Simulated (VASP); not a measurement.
Here is a VASP 6.6.1 calculation.

Contents of INCAR:

```
  ALGO = Fast
  EDIFF = 1E-8
  ENCUT = 520
  GGA = PE
  ISIF = 2
  ISMEAR = -1
  LASPH = T
  LCHARG = F
  LEFG = T
  LREAL = F
  LWAVE = F
  NBANDS = 21
  NELM = 100
  PREC = Accurate
  SIGMA = 0.05
```

Contents of KPOINTS:

```
k-points
0
Gamma
  15 15 15
```

File POSCAR:

```
Sn
1.0
   -2.8568325061      2.8568325061      1.5584548677
    2.8568325061     -2.8568325061      1.5584548677
    2.8568325061      2.8568325061     -1.5584548677
Sn
2
Direct
    0.0000000000      0.0000000000      0.0000000000
    0.7500000000      0.2500000000      0.5000000000
```

Potentials or basis: VASP PAW PBE potentials, release 64 (Sn_d).

Command:

```console
$ cat potpaw_PBE.64/Sn_d/POTCAR > POTCAR
$ mpirun -np 1 vasp_std > vasp.out
```

Problem. Predict the pressure.

Solution. 6.8 GPa.

Problem. Estimate the band gap on the k mesh.

Solution. None (metal or under the smearing width).

Stress tensor (GPa, compression positive):
```
7.23 0.00 0.00
0.00 7.23 0.00
0.00 0.00 6.03
```
